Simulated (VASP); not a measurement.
**GaSb in VASP 6.6.1, relaxation**

INCAR

```
SIGMA = 0.02
IBRION = 2
EDIFFG = -5E-3
NELM = 52
ISMEAR = -1
PREC = Accurate
EDIFF = 1E-7
LREAL = .FALSE.
LASPH = .TRUE.
GGA = PE
ENCUT = 350
NSW = 40
LWAVE = .FALSE.
NBANDS = 16
LCHARG = .FALSE.
ISIF = 3
```

KPOINTS

```
KPOINTS created by Atomic Simulation Environment
0
Gamma
8 8 8
0 0 0
```

POSCAR

```
Ga Sb
 1.0000000000000000
     0.0000000000000000    2.7695880000000002    2.7695880000000002
     2.7695880000000002    0.0000000000000000    2.7695880000000002
     2.7695880000000002    2.7695880000000002    0.0000000000000000
 Ga  Sb
   1   1
Cartesian
  0.0000000000000000  0.0000000000000000  0.0000000000000000
  2.7695880000000002  2.7695880000000002  2.7695880000000002
```

The recommended PBE PAW datasets give the neutral cell 18 valence electrons.

Command

```
mpirun -np 1 vasp_std
```

OSZICAR

```
N       E                     dE             d eps       ncg     rms          rms(c)
DAV:   1     0.653771178756E+02    0.65377E+02   -0.71252E+03   944   0.123E+03
DAV:   2    -0.257491267898E+01   -0.67952E+02   -0.65657E+02  1096   0.243E+02
DAV:   3    -0.674884265147E+01   -0.41739E+01   -0.41520E+01  1144   0.523E+01
DAV:   4    -0.680909876745E+01   -0.60256E-01   -0.60252E-01  1096   0.695E+00
DAV:   5    -0.681057033225E+01   -0.14716E-02   -0.14715E-02  1152   0.968E-01    0.295E+00
DAV:   6    -0.679665560925E+01    0.13915E-01   -0.42305E-02  1192   0.384E+00    0.170E+00
DAV:   7    -0.679734216503E+01   -0.68656E-03   -0.89872E-03  1400   0.123E+00    0.349E-01
DAV:   8    -0.679740763807E+01   -0.65473E-04   -0.14307E-03  1184   0.563E-01    0.574E-02
DAV:   9    -0.679741788590E+01   -0.10248E-04   -0.10144E-04  1176   0.114E-01    0.912E-03
DAV:  10    -0.679742135829E+01   -0.34724E-05   -0.74368E-06  1128   0.312E-02    0.242E-03
...
DAV:   9    -0.698351379090E+01   -0.12351E-07   -0.19785E-08   624   0.128E-03
   3 F= -.69835138E+01 E0= -.69829857E+01  d E =-.186092E+00
       N       E                     dE             d eps       ncg     rms          rms(c)
DAV:   1    -0.698464377551E+01   -0.11300E-02   -0.14145E-02  1096   0.177E+00    0.191E-01
DAV:   2    -0.698377413994E+01    0.86964E-03   -0.15102E-03  1152   0.635E-01    0.879E-02
DAV:   3    -0.698355827815E+01    0.21586E-03   -0.22112E-04  1200   0.217E-01    0.199E-02
DAV:   4    -0.698353521773E+01    0.23060E-04   -0.20172E-05  1064   0.541E-02    0.578E-03
DAV:   5    -0.698353325824E+01    0.19595E-05   -0.14752E-06  1088   0.145E-02    0.154E-03
DAV:   6    -0.698353325671E+01    0.15248E-08   -0.14643E-07   648   0.564E-03
   4 F= -.69835333E+01 E0= -.69830072E+01  d E =-.186112E+00
```

Standard output (part)

```
POSCAR found type information on POSCAR GaSb
 POSCAR found :  2 types and       2 ions
 LDA part: xc-table for (Slater+PW92), standard interpolation
 POSCAR, INCAR and KPOINTS ok, starting setup
 WAVECAR not read
 entering main loop
 curvature:   0.00 expect dE= 0.000E+00 dE for cont linesearch  0.000E+00
 search vector abs. value=  0.590E+00
 bond charge predicted
 trial-energy change:   -0.157925  1 .order   -0.199758   -0.590004    0.190488
 bond charge predicted
 curvature:  -0.35 expect dE=-0.246E-04 dE for cont linesearch -0.246E-04
 ZBRENT: interpolating
 opt :   0.7005  next Energy=    -6.983547 (dE=-0.186E+00)
 bond charge predicted
 curvature:  -0.47 expect dE=-0.239E-05 dE for cont linesearch -0.239E-05
 search vector abs. value=  0.509E-05
 reached required accuracy - stopping structural energy minimisation
```

From OUTCAR

```
k-points           NKPTS =     29   k-points in BZ     NKDIM =     29   number of bands    NBANDS=     16

   NELECT =      18.0000    total number of electrons

   dimension x,y,z NGX =    24 NGY =   24 NGZ =   24
   dimension x,y,z NGXF=    48 NGYF=   48 NGZF=   48

  energy-cutoff  :      350.00
  volume of cell :       48.94
      direct lattice vectors                 reciprocal lattice vectors
     0.000000000  2.903212701  2.903212701    -0.172223000  0.172223000  0.172223000
     2.903212701 -0.000000000  2.903212701     0.172223000 -0.172223000  0.172223000
     2.903212701  2.903212701  0.000000000     0.172223000  0.172223000 -0.172223000

 k-points in reciprocal lattice and weights: KPOINTS created by Atomic Simulation Env
   0.00000000  0.00000000  0.00000000       0.002
   0.12500000  0.00000000  0.00000000       0.016
   0.25000000  0.00000000  0.00000000       0.016
   0.37500000  0.00000000  0.00000000       0.016
   0.50000000  0.00000000  0.00000000       0.008
   0.12500000  0.12500000  0.00000000       0.012
   0.25000000  0.12500000  0.00000000       0.047
   0.37500000  0.12500000  0.00000000       0.047
   ...

 E-fermi :   6.0930

 k-point     1 :       0.0000    0.0000    0.0000
  band No.  band energies     occupation
      1      -8.5309      2.00000
      2      -8.5309      2.00000
      3      -8.5106      2.00000
      4      -8.5106      2.00000
      5      -8.5106      2.00000
      6      -5.4719      2.00000
      7       5.9511      1.99835
      8       6.4022      0.00000
      9       6.4022      0.00000
     10       6.4022      0.00000
     11      12.3890      0.00000
     12      12.3890      0.00000
     13      12.3890      0.00000
     14      12.5536      0.00000
     15      12.5536      0.00000
     16      12.5536      0.00000

 k-point     2 :       0.1250    0.0000    0.0000
  band No.  band energies     occupation
      1      -8.5332      2.00000
      2      -8.5332      2.00000
      3      -8.5108      2.00000
      4      -8.5089      2.00000
      5      -8.5089      2.00000
      6      -5.2785      2.00000
      7       4.0614      2.00000
      8       6.3973      0.00000
      9       6.3973      0.00000
     10       7.7695      0.00000
     11      11.4058      0.00000
     12      11.4058      0.00000
     13      11.6742      0.00000
     14      12.4918      0.00000
     15      12.9621      0.00000
     16      12.9621      0.00000

 k-point     3 :       0.2500    0.0000    0.0000
  band No.  band energies     occupation
      1      -8.5395      2.00000
      2      -8.5395      2.00000
      3      -8.5115      2.00000
      4      -8.5041      2.00000
      5      -8.5041      2.00000
      6      -4.7099      2.00000
      7       1.9043      2.00000
      8       6.4375      0.00000
      9       6.4375      0.00000
     10       8.4274      0.00000
     11       9.9965      0.00000
     12       9.9965      0.00000
     13      10.5816      0.00000
     14      13.3643      0.00000
     15      14.0849      0.00000
     16      14.0849      0.00000

 ...

  Total       -0.0083827     -0.0083827     -0.0083827      0.0000000      0.0000000     -0.0000000
  in kB       -0.2744289     -0.2744289     -0.2744289      0.0000000      0.0000000     -0.0000000
  external PRESSURE =      -0.2744289 kB  Pullay stress =       0.0000000 kB

 POSITION                                       TOTAL-FORCE (eV/Angst)
 -----------------------------------------------------------------------------------
      2.90321      5.80643      2.90321        -0.000000      0.000000      0.000000
      2.90321      2.90321      2.90321         0.000000     -0.000000     -0.000000
 -----------------------------------------------------------------------------------
    total drift:                               -0.000000     -0.000000      0.000000

  FREE ENERGIE OF THE ION-ELECTRON SYSTEM (eV)
  ---------------------------------------------------
  free  energy   TOTEN  =        -6.9835332567 eV

  energy  without entropy=       -6.9824811387  energy(sigma->0) =       -6.98300720
```

```csv
ionic step,ΔE (meV/atom),volume (Å³),largest force (eV/Å),pressure (GPa),electronic steps
1,0.0,42.49,0.000,10.77,11
2,-79.0,51.89,0.000,-2.85,11
3,-93.0,48.81,0.000,0.10,9
4,-93.1,48.94,0.000,-0.03,6
```

It converged. Results: relaxed cell vector lengths 4.106, 4.106, 4.106 Å; relaxed cell volume 48.94 Å³.

 The volume moved far on the plane waves of the start cell, so a restart from CONTCAR is due.

For comparison, a separate PBE relaxation on usual settings, not on those above, ends at 48.86 Å³.

The run above took about 20 s on one core of a shared host (Intel Xeon Platinum 8488C) and held 0.14 GiB at most.
